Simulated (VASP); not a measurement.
The system is CO2.

```
C O
1.0
    -1.99500    1.99500    3.02732
     1.99500   -1.99500    3.02732
     1.99500    1.99500   -3.02732
C O
2 4
Direct
  0.00000 0.00000 0.00000
  0.75000 0.25000 0.50000
  0.37500 0.29274 0.41774
  0.70726 0.12500 0.08226
  0.87500 0.95726 0.58226
  0.04274 0.62500 0.91774
```

The cell isn't the ideal one: a relaxed cell with its volume scaled by 1.04.

- Program: VASP 6.6.1
- Task: relaxation of shape and atoms at fixed volume
- Functional: PBE
- Dispersion: D3(BJ)
- Potentials or basis: VASP PAW PBE potentials, release 64 (C, O)
- Cutoff: 600 eV
- k mesh: 12 × 12 × 12
- Occupations: gaussian, width 0.03 eV
- Spin: no spin polarisation

At the start: pressure -9.5 GPa; volume 8.03 Å³/atom.

Q: Where does the relaxation end?

A: Over 5 steps the energy falls by 4.3 meV/atom; space group I-42d (No. 122, to 0.05 Å).

Step by step:
```csv
step,energy change (eV),largest force (eV/Å),pressure (GPa)
1,0.0000,0.5098,-9.52
2,-0.0231,0.0328,-5.34
3,-0.0233,0.0078,-5.66
4,-0.0247,0.0043,-5.51
5,-0.0259,0.0024,-5.19
```

Final structure:
```
C O
1.0
    -2.00289    2.00289    3.00353
     2.00289   -2.00289    3.00353
     2.00289    2.00289   -3.00353
C O
2 4
Direct
  0.00000 0.00000 0.00000
  0.75000 0.25000 0.50000
  0.37500 0.28610 0.41110
  0.71390 0.12500 0.08890
  0.87500 0.96390 0.58890
  0.03610 0.62500 0.91111
```
